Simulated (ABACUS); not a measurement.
# Al (Fm-3m) in ABACUS: a series of runs

Runs on Al. Level: LDA. Tasks: band structure, equation of state.

Program: ABACUS 3.10.1. These are calculated values, not measurements. Logs are shortened: lines on timing, memory, paths and dates and some standing lists are left out, and cuts for length are marked.

**Experimental background.**

From “The interpretation of polycrystalline coherent inelastic neutron scattering from aluminium”, 2013, pmc:3831299, for a bulk crystal of Al: bulk modulus 76.9 GPa.

How close the calculation comes is told below.

## (1) The crystal as given

It takes space group Fm-3m (No. 225, cubic). Conventional cell: a = 4.050 Å, b = 4.050 Å, c = 4.050 Å, α = 90.00°, β = 90.00°, γ = 90.00°. Al (site symmetry m-3m) is surrounded by 12 Al at 2.86 Å.

## (2) Band structure, LDA

Input file INPUT:

```
INPUT_PARAMETERS
suffix              Al
calculation         nscf
basis_type          pw
pseudo_dir          ./
symmetry            -1
dft_functional      pz
ecutwfc             40.0
pseudo_rcut         10
nspin               1
nbands              12
ks_solver           dav
smearing_method     fd
smearing_sigma      0.00367493
scf_thr             1e-08
scf_nmax            100
mixing_type         broyden
mixing_beta         0.7
ecutrho             320.0
init_chg            file
pw_diag_thr         1e-07
out_band            1
kpar                4
```

Input file STRU:

```
ATOMIC_SPECIES
Al 26.9815 al_lda_v1.uspp.F.UPF

LATTICE_CONSTANT
1.8897261246

LATTICE_VECTORS
0.0000000000 2.0248050000 2.0248050000
2.0248050000 0.0000000000 2.0248050000
2.0248050000 2.0248050000 0.0000000000

ATOMIC_POSITIONS
Direct

Al
0.0
1
0.0000000000 0.0000000000 0.0000000000 1 1 1
```

Input file KPT:

```
K_POINTS
12
Line
0.00000000 0.00000000 0.00000000 10 // G
0.50000000 0.00000000 0.50000000 10 // X
0.50000000 0.25000000 0.75000000 10 // W
0.37500000 0.37500000 0.75000000 10 // K
0.00000000 0.00000000 0.00000000 10 // G
0.50000000 0.50000000 0.50000000 10 // L
0.62500000 0.25000000 0.62500000 10 // U
0.50000000 0.25000000 0.75000000 10 // W
0.50000000 0.50000000 0.50000000 10 // L
0.37500000 0.37500000 0.75000000 1 // K
0.62500000 0.25000000 0.62500000 10 // U
0.50000000 0.00000000 0.50000000 1 // X
```

Potentials or basis: GBRV ultrasoft 1.5 LDA, plane waves.

On the command line:

```sh
OMP_NUM_THREADS=1 mpirun -np 4 abacus > log
```

running log:

```text
ABACUS v3.10.1

               Atomic-orbital Based Ab-initio Computation at UStc

 ------------------------------------------------------------------------------------

 READING GENERAL INFORMATION
                           global_out_dir = OUT.Al/
                           global_in_card = INPUT
                               pseudo_dir = ./
                              orbital_dir =
                                    DSIZE = 4
                                    GSIZE = 1

 READING UNITCELL INFORMATION
                                    ntype = 1
                  lattice constant (Bohr) = 1.88973
              lattice constant (Angstrom) = 1

 READING ATOM TYPE 1
                               atom label = Al
                      L=0, number of zeta = 1
                      L=1, number of zeta = 1
                      L=2, number of zeta = 1
             number of atom for this type = 1

                        TOTAL ATOM NUMBER = 1
DIRECT COORDINATES
    atom                   x                   y                   z     mag                  vx                  vy                  vz
taud_Al1            0.0000000000        0.0000000000        0.0000000000  0.0000        0.0000000000        0.0000000000        0.0000000000

                          Volume (Bohr^3) = 112.041
                             Volume (A^3) = 16.6027

 Lattice vectors: (Cartesian coordinate: in unit of a_0)
                   +0            +2.02481            +2.02481
             +2.02481                  +0            +2.02481
             +2.02481            +2.02481                  +0
 Reciprocal vectors: (Cartesian coordinate: in unit of 2 pi/a_0)
            -0.246937           +0.246937           +0.246937
            +0.246937           -0.246937           +0.246937
            +0.246937           +0.246937           -0.246937
 The esolver type has been set to : ksdft_pw

                PAO radial cut off (Bohr) = 10

 Read in pseudopotential file is al_lda_v1.uspp.F.UPF
                     pseudopotential type = US
          exchange-correlation functional = PZ
                 nonlocal core correction = 1
                        valence electrons = 3
                                     lmax = 2
                           number of zeta = 2
                     number of projectors = 3
                           L of projector = 0
                           L of projector = 1
                           L of projector = 2
     initial pseudo atomic orbital number = 4

 SETUP THE ELECTRONS NUMBER
            electron number of element Al = 3
      total electron number of element Al = 3
            AUTOSET number of electrons:  = 3
                           occupied bands = 2
                                   NBANDS = 12
                                   NLOCAL = 9

 SETUP THE PLANE WAVE BASIS
 energy cutoff for charge/potential (unit:Ry) = 160
            fft grid for charge/potential = [ 24, 24, 24 ]
                        fft grid division = [ 1, 1, 1 ]
        big fft grid for charge/potential = [ 32, 32, 32 ]
                                     nbxx = 32768
                                     nrxx = 13824

 SETUP PLANE WAVES FOR CHARGE/POTENTIAL
                    number of plane waves = 3839
                         number of sticks = 313

 PARALLEL PW FOR CHARGE/POTENTIAL
     PROC   COLUMNS(POT)             PW
        1            313           3839
 --------------- sum -------------------
        1            313           3839
                            number of |g| = 82
                                  max |g| = 14.3908
                                  min |g| = 0

 energy cutoff for dense charge/potential (unit:Ry) = 320
      fft grid for dense charge/potential = [ 32, 32, 32 ]
                                     nrxx = 32768

 SETUP PLANE WAVES FOR dense CHARGE/POTENTIAL
                    number of plane waves = 10849
                         number of sticks = 649

 PARALLEL PW FOR dense CHARGE/POTENTIAL
     PROC   COLUMNS(POT)             PW
        1            649          10849
 --------------- sum -------------------
        1            649          10849
                            number of |g| = 160
                                  max |g| = 28.7816
                                  min |g| = 0

----------- Double Check Mixing Parameters Begin ------------
mixing_type: broyden
mixing_beta: 0.7
mixing_gg0: 1
mixing_gg0_min: 0.1
mixing_ndim: 8
----------- Double Check Mixing Parameters End ------------

 SETUP K-POINTS
                                    nspin = 1
                                   nkstot = 102
K-POINTS DIRECT COORDINATES
 KPOINTS    DIRECT_X    DIRECT_Y    DIRECT_Z  WEIGHT
       1  0.00000000  0.00000000  0.00000000  1.0000
       2  0.05000000  0.00000000  0.05000000  1.0000
       3  0.10000000  0.00000000  0.10000000  1.0000
       4  0.15000000  0.00000000  0.15000000  1.0000
       5  0.20000000  0.00000000  0.20000000  1.0000
       6  0.25000000  0.00000000  0.25000000  1.0000
[... 22 lines left out ...]
      29  0.40000000  0.35000000  0.75000000  1.0000
      30  0.38750000  0.36250000  0.75000000  1.0000
[... 72 further k points ...]

           k-point number in this process = 26
       minimum distributed K point number = 25

[... K-POINTS CARTESIAN COORDINATES: 26 rows ...]

[... K-POINTS DIRECT COORDINATES: 26 rows ...]

 SETUP PLANE WAVES FOR WAVE FUNCTIONS
     energy cutoff for wavefunc (unit:Ry) = 40
              fft grid for wave functions = [ 24, 24, 24 ]
                    number of plane waves = 725
                         number of sticks = 109

 PARALLEL PW FOR WAVE FUNCTIONS
     PROC   COLUMNS(POT)             PW
        1            109            725
 --------------- sum -------------------
        1            109            725

 SETUP NONLOCAL PSEUDOPOTENTIALS IN PLANE WAVE BASIS
 Al non-local projectors:
 projector 1 L=0
 projector 2 L=1
 projector 3 L=2
      TOTAL NUMBER OF NONLOCAL PROJECTORS = 9

 Init Non-Local PseudoPotential table :
 Init Non-Local-Pseudopotential done.

                                     npwx = 531

 Make real space PAO into reciprocal space.
       max mesh points in Pseudopotential = 713
     dq(describe PAO in reciprocal space) = 0.01
                                    max q = 763

 number of pseudo atomic orbitals for Al is 2
WARNING: norm of atomic wavefunction # 1 of atomic type Al is 0.99999, renormalized
WARNING: norm of atomic wavefunction # 2 of atomic type Al is 0.998923, renormalized

 -------------------------------------------
 NONSELF-CONSISTENT
 -------------------------------------------
                                 init_chg = file
 try to read charge from file
 Read in the charge density: OUT.Al//Al-CHARGE-DENSITY.restart

 PW ALGORITHM --------------- ION=   1  ELEC=   1--------------------------------
 k(1/102) Iter steps (avg)=12 threshold=1e-07
 k(2/102) Iter steps (avg)=13 threshold=1e-07
 k(3/102) Iter steps (avg)=14 threshold=1e-07
 k(4/102) Iter steps (avg)=13 threshold=1e-07
 k(5/102) Iter steps (avg)=13 threshold=1e-07
 k(6/102) Iter steps (avg)=14 threshold=1e-07
 k(7/102) Iter steps (avg)=16 threshold=1e-07
 k(8/102) Iter steps (avg)=22 threshold=1e-07
 k(9/102) Iter steps (avg)=19 threshold=1e-07
 k(10/102) Iter steps (avg)=22 threshold=1e-07
[... 6 lines left out ...]
 k(17/102) Iter steps (avg)=17 threshold=1e-07
 k(18/102) Iter steps (avg)=17 threshold=1e-07
 k(19/102) Iter steps (avg)=19 threshold=1e-07
 k(20/102) Iter steps (avg)=20 threshold=1e-07
 k(21/102) Iter steps (avg)=17 threshold=1e-07
 k(22/102) Iter steps (avg)=17 threshold=1e-07
 k(23/102) Iter steps (avg)=20 threshold=1e-07
 k(24/102) Iter steps (avg)=30 threshold=1e-07
 k(25/102) Iter steps (avg)=21 threshold=1e-07
 k(26/102) Iter steps (avg)=15 threshold=1e-07
[... levels at 26 k points of this process ...]

 Density error is 0.00000000000
                          Error Threshold = 1.00000000000e-07
----------------------------------------------------------
     Energy           Rydberg                 eV
----------------------------------------------------------
 E_KohnSham     -6.4914826103        -88.3211519676
 E_KS(sigma->0) -6.4911036091        -88.3159953916
 E_Harris       -6.4914826103        -88.3211519676
 E_band         0.8625009921         11.7349280235
 E_one_elec     3.1177365149         42.4189814650
 E_Hartree      0.0086261864         0.1173652876
 E_xc           -4.2250024607        -57.4841075300
 E_Ewald        -5.3920848484        -73.3630780383
 E_entropy(-TS) -0.0007580024        -0.0103131519
 E_descf        0.0000000000         0.0000000000
 E_exx          0.0000000000         0.0000000000
 E_Fermi        0.4778801323         6.5018927607
----------------------------------------------------------

 charge density convergence is achieved
 final etot is -88.321151968 eV
 EFERMI = 6.5018927607 eV

 STATE ENERGY(eV) AND OCCUPATIONS    NSPIN == 1
 1/26 kpoint (Cartesian) = 0.0000 0.0000 0.0000 (531 pws)
       1       -3.47009      0.0196078
       2        20.1659        0.00000
       3        20.1659        0.00000
       4        20.1659        0.00000
       5        21.2305        0.00000
       6        21.2305        0.00000
       7        21.2305        0.00000
       8        24.1966        0.00000
       9        26.7498        0.00000
      10        26.7498        0.00000
      11        29.4506        0.00000
      12        32.0111        0.00000

 2/26 kpoint (Cartesian) = 0.0000 0.024694 0.0000 (503 pws)
       1       -3.37998      0.0196078
       2        19.1879        0.00000
       3        19.1879        0.00000
       4        19.5616        0.00000
       5        21.0191        0.00000
       6        22.3302        0.00000
       7        22.3302        0.00000
       8        24.9817        0.00000
       9        25.6599        0.00000
      10        26.8321        0.00000
      11        29.4801        0.00000
      12        32.1219        0.00000

 3/26 kpoint (Cartesian) = 0.0000 0.049387 0.0000 (495 pws)
       1       -3.10995      0.0196078
       2        17.9510        0.00000
       3        17.9510        0.00000
       4        18.3964        0.00000
       5        20.4668        0.00000
       6        23.3737        0.00000
       7        23.9225        0.00000
       8        23.9225        0.00000
       9        26.6892        0.00000
      10        27.0784        0.00000
      11        30.1064        0.00000
      12        32.4633        0.00000

 4/26 kpoint (Cartesian) = 0.0000 0.074081 0.0000 (488 pws)
       1       -2.66087      0.0196078
       2        16.8277        0.00000
       3        16.8277        0.00000
       4        17.1977        0.00000
       5        19.7123        0.00000
       6        20.8637        0.00000
       7        25.6031        0.00000
       8        25.6031        0.00000
       9        27.4857        0.00000
      10        28.7911        0.00000
      11        31.1524        0.00000
      12        33.0644        0.00000

 5/26 kpoint (Cartesian) = 0.0000 0.098775 0.0000 (480 pws)
       1       -2.03423      0.0196078
       2        15.8444    1.39533e-83
       3        15.8444    1.39533e-83
       4        16.1051    7.59011e-86
       5        18.1913        0.00000
       6        19.0808        0.00000
       7        27.2884        0.00000
       8        27.2884        0.00000
       9        28.0487        0.00000
      10        31.1472        0.00000
      11        32.4324        0.00000
      12        33.9752        0.00000

 6/26 kpoint (Cartesian) = 0.0000 0.12347 0.0000 (480 pws)
       1       -1.23228      0.0196078
       2        15.0082    2.55710e-76
       3        15.0082    2.55710e-76
       4        15.1599    1.22970e-77
       5        15.7857    4.50807e-83
       6        18.3001        0.00000
       7        28.7571        0.00000
       8        28.8962        0.00000
       9        28.8962        0.00000
      10        33.7146        0.00000
      11        33.8591        0.00000
      12        35.2546        0.00000

[... levels at 20 further k points ...]

 --------------------------------------------
 !FINAL_ETOT_IS -88.32115196755997 eV
 --------------------------------------------

 Output bands in file: OUT.Al/BANDS_1.dat
```

Wall time 1.4 s (4 MPI ranks of Intel Xeon Platinum 8488C (Sapphire Rapids), shared host); peak memory 0.36 GiB.

Levels at the corners of the path, in eV from the Fermi level:
```tsv
point	band 1	band 2	band 3	band 4	band 5	band 6	band 7
Γ	-11.07	12.57	12.57	12.57	13.63	13.63	13.63
X	-2.88	-1.58	5.37	5.50	5.50	8.81	24.93
W	-0.80	-0.80	0.26	0.94	15.65	15.65	15.90
K	-1.84	-1.30	-0.43	6.46	8.13	15.36	21.26
Γ	-11.07	12.57	12.57	12.57	13.63	13.63	13.63
L	-4.53	-4.36	11.07	11.07	11.44	11.44	14.82
U	-1.84	-1.30	-0.43	6.46	8.13	15.36	21.26
W	-0.80	-0.80	0.26	0.94	15.65	15.65	15.90
L	-4.53	-4.36	11.07	11.07	11.44	11.44	14.82
K	-1.84	-1.30	-0.43	6.46	8.13	15.36	21.26
U	-1.84	-1.30	-0.43	6.46	8.13	15.36	21.26
X	-2.88	-1.58	5.37	5.50	5.50	8.81	24.93
```

Caveat: the density is read from an earlier self-consistent run, whose mesh may be coarse.

[end of part 1 of 2]
